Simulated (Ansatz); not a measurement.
## SiC at a changed volume: Quadrupolar parameters

The cell is a measured structure from the Crystallography Open Database (COD), relaxed with PBE at fixed cell and then changed (volume scaled by 1.06).

```cif
data_SiC
_symmetry_space_group_name_H-M 'Cmc2_1'
_symmetry_Int_Tables_number 36
_cell_length_a 3.1382
_cell_length_b 5.4396
_cell_length_c 15.4185
_cell_angle_alpha 90.000
_cell_angle_beta 90.000
_cell_angle_gamma 90.000
loop_
_atom_site_label
_atom_site_type_symbol
_atom_site_symmetry_multiplicity
_atom_site_Wyckoff_symbol
_atom_site_fract_x
_atom_site_fract_y
_atom_site_fract_z
Si1 Si 4 a 0.5000 0.3333 0.1423
Si3 Si 4 a 0.5000 0.9999 0.4755
Si5 Si 4 a 0.5000 0.6666 0.3088
C7 C 4 a 0.5000 0.9998 0.3502
C9 C 4 a 0.5000 0.3334 0.0173
C11 C 4 a 0.5000 0.6666 0.1838
```

One atom of each set is listed; the run and its k-mesh use a cell of 12 atoms with edges of 3.14, 3.14, 15.42 Å.

All values are calculated (Ansatz; DFT, PBE, plane waves and PAW (field gradients read without the response of the frozen cores, which leaves them typically 4 to 6 % off), scalar-relativistic, 420 eV cutoff, Γ-centred 10×10×2 k-points, Fermi–Dirac smearing 0.02 eV), not measured.

Conventions: |V_zz| ≥ |V_yy| ≥ |V_xx|, η = (V_xx − V_yy)/V_zz, C_Q = eQV_zz/h.

| site | atoms | first shell | V_zz (10²¹ V/m²) | η | C_Q (MHz) |
| --- | --- | --- | --- | --- | --- |
| Si1 | 2 | 4 C at 1.92–1.93 Å | 0.20 | 0.02 | – |
| Si3 | 2 | 4 C at 1.92–1.93 Å | -0.052 | 0.10 | – |
| Si5 | 2 | 4 C at 1.92–1.93 Å | 0.24 | 0.02 | – |
| C7 | 2 | 4 Si at 1.92–1.93 Å | 0.19 | 0.07 | – |
| C9 | 2 | 4 Si at 1.92–1.93 Å | 0.066 | 0.20 | – |
| C11 | 2 | 4 Si at 1.92–1.93 Å | 0.029 | 0.45 | – |

Si, C have no stable isotope with a ground-state quadrupole moment in the table, so no C_Q is given.

At this changed cell the PBE pressure is -9 GPa.

The run took 30 s of wall time (30 s of CPU time) and 0.54 GiB at its peak, on 1 thread of Intel Xeon Platinum 8259CL CPU @ 2.50GHz (Skylake/Cascade Lake) (x86_64; 8 cores open to the job, memory cap 3.0 GiB, no GPU), a shared host with a load of 0.6 a core.
